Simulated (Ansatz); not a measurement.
AlN:

```
Al N
1.0
     0.00000    2.03452    2.03452
     2.03452    0.00000    2.03452
     2.03452    2.03452    0.00000
Al N
1 1
Cartesian
  2.0345 2.0345 2.0345
  0.0000 0.0000 0.0000
```

Measurements of this composition are mostly on another form, of space group No. 186.

```yaml
Program: Ansatz 0.2.0
Task: relaxation of cell and atoms
Functional: PBE
Dispersion: D4
Potentials_or_basis: Ansatz PAW
Cutoff: "420 eV (not typed: the program's choice for these potentials)"
k_mesh: 11 × 11 × 11
Occupations: fermi-dirac, width 0.05 eV
Spin: no spin polarisation
```

At the start: volume 8.42 Å³/atom.

**Question.** How do energy, volume and symmetry change on relaxing?

**Answer.** It ends after 7 steps and the volume is 8.21 Å³/atom (-2.5 %); space group Fm-3m (No. 225, to 0.05 Å).

Step by step:
```tsv
step	energy change (eV)	largest force (eV/Å)	volume (Å³)
1	0.0000	0.0000	16.84
2	-0.0067	0.0000	16.64
3	-0.0097	0.0000	16.43
4	-0.0097	0.0000	16.43
5	-0.0084	0.0000	16.43
6	-0.0085	0.0000	16.42
7	-0.0085	0.0000	16.42
```

Final structure:
```cif
data_structure
_symmetry_space_group_name_H-M 'P 1'
_symmetry_Int_Tables_number 1
_cell_length_a 2.8532
_cell_length_b 2.8532
_cell_length_c 2.8532
_cell_angle_alpha 60.000
_cell_angle_beta 60.000
_cell_angle_gamma 60.000
_cell_volume 16.42
loop_
_atom_site_label
_atom_site_type_symbol
_atom_site_fract_x
_atom_site_fract_y
_atom_site_fract_z
_atom_site_occupancy
Al1 Al 0.50000 0.50000 0.50000 1
N1 N 0.00000 0.00000 0.00000 1
```

Caveat: the plane-wave basis is chosen anew once the cell has moved, so the energies of steps on either side of that aren't comparable; the pressure holds a Pulay correction of +0.6 GPa for the finite cutoff.
